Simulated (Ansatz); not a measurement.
The cell was built from the sc type and relaxed in the same program, and has space group Pm-3m; it needn't be a known or the stable phase.

An input for Cl: DFT, PBE, all-electron PAW with datasets made for the crystal, scalar-relativistic (Ansatz 0.2.0).

```yaml
crystal:
  lattice:
    - [2.8604578128, 0.0, 0.0]
    - [0.0, 2.8604578128, 0.0]
    - [0.0, 0.0, 2.8604578128]
  atoms:
    - { symbol: Cl, position: [0.0, 0.0, 0.0] }
kpoints:
  mp_grid: { grid: [18, 18, 18] }
  band_path:
    path:
      - [0.0, 0.0, 0.0]
      - [0.0, 0.5, 0.0]
      - [0.5, 0.5, 0.0]
      - [0.0, 0.0, 0.0]
      - [0.5, 0.5, 0.5]
      - [0.0, 0.5, 0.0]
      - [0.5, 0.5, 0.5]
      - [0.5, 0.5, 0.0]
    npoints: 8
scf:
  occupations: { method: fermi_dirac, width: 0.05 }
hamiltonian:
  xc: pbe
  pseudopotentials: { kind: all_electron, datasets: crystal }
output:
  forces: true
  stress: true
  eigenvalues: true
  efg: { contact_densities: true }
```

Set-up and iterations as logged by Ansatz (the results part is left out, to be predicted):

```
hamiltonian.pseudopotentials.datasets: crystal makes datasets for this crystal and solves the spheres of its atoms anew in each pass: cutoff 200.0 eV, the density's 800.0 eV; for an error of 0.50 meV an atom under PBE, 0.5 meV for the cell; an energy difference from a run of another recipe may be off by several times the error for the cell, under r2SCAN by more, where some 0.1 meV an atom stays at smaller errors; Cl in spheres of 1.376 Å, 7 of its electrons in bands
Engine: ansatz 0.2.0
Pseudopotentials: kind: all_electron
Pseudopotential: Cl, paw, valence charge 7, recommended cutoff 200 eV (normal), Koelling and Harmon's equation, gaussian nucleus
Functional definition: PBE
  parameter kappa = 0.804
  parameter beta = 0.06672455060314922
  exchange = pbe_x(kappa = kappa, mu = beta*pi^2/3)
  correlation = pbe_c(beta = beta)
Crystal: 1 atoms, lattice volume = 23.405 Å³
Basis set: ecut = 200 eV, 147 PW (Γ), exchange–correlation on 30×30×30 points (8 copies of the dense FFT grid, shifted against one another)
Bands: 8, of which v1, the nominal top of the filled ones, is band 4 counted from 1 (3 counted from 0)
Symmetry: 48 space group operations
Space group: Pm-3m (ITA 221), of the structure as read, at distance tolerance 2.9e-5 Å
k-points: 220 of 5832
Non-local potential: Cl, projectors of the file, l = 0: 1, l = 1: 2
PAW form: soft (Blöchl's): semilocal exchange-correlation on the pseudo side does not see the compensation charge
PAW one-centre angular grid: Cl, 110 points (default); XC on its mesh's 1981 points in the sphere
Initial density: superposition of atomic densities (neutral atoms: chi_scale 0, normalization atom)
Initial wavefunctions: pseudopotential atomic-orbital guess
Functional: x = pbe(κ = 0.804, μ = 0.2195149727645171), c = pbe(β = 0.06672455060314922)
iter 1 solved again at ethr=2.02e-5 eV; its pass at ethr=1.00e-1 eV (dr2=1.41e-3 eV) is discarded
SCF iter   1: F=—  HF=-12557.383662 eV  |F-HF|=—  |Δ(HF+E_count)|=         —  Δρ=4.33e-3  dr2=2.79e-3  ethr=2.02e-5  ⟨swp⟩=4.7  Hψ=12732  notcnv=0
SCF iter   2: F=—  HF=-12557.383415 eV  |F-HF|=—  |Δ(HF+E_count)|=   2.47e-4  Δρ=2.63e-3  dr2=9.86e-4  ethr=2.02e-5  ⟨swp⟩=2.5  Hψ=3547  notcnv=0  defer=29
iter 3 solved again at ethr=4.89e-7 eV; its pass at ethr=1.41e-5 eV (dr2=3.43e-5 eV) is discarded
SCF iter   3: F=—  HF=-12557.384677 eV  |F-HF|=—  |Δ(HF+E_count)|=   1.26e-3  Δρ=4.40e-4  dr2=3.41e-5  ethr=4.89e-7  ⟨swp⟩=2.1  Hψ=7216  notcnv=0  defer=6
SCF iter   4: F=—  HF=-12557.385078 eV  |F-HF|=—  |Δ(HF+E_count)|=   4.01e-4  Δρ=1.03e-4  dr2=2.45e-6  ethr=4.86e-7  ⟨swp⟩=2.7  Hψ=2783  notcnv=0  defer=2
SCF iter   5: F=—  HF=-12557.385082 eV  |F-HF|=—  |Δ(HF+E_count)|=   4.70e-6  Δρ=3.20e-5  dr2=2.04e-7  ethr=3.51e-8  ⟨swp⟩=3.0  Hψ=3083  notcnv=0
SCF iter   6: F=-12557.385083 eV  HF=-12557.385083 eV  |F-HF|=2.71e-9  |Δ(HF+E_count)|=   1.82e-7  Δρ=4.02e-6  dr2=3.17e-9  ethr=2.91e-9  ⟨swp⟩=2.9  Hψ=2875  notcnv=0
```

(1) What pressure will this run report?

(2) Is there a band gap?

## Answers

(1) 0.03 GPa (positive in compression).

(2) none: with an odd electron count and no spin polarisation the bands can't all be full, a metal in this set-up (spin order or a larger cell could open a gap).
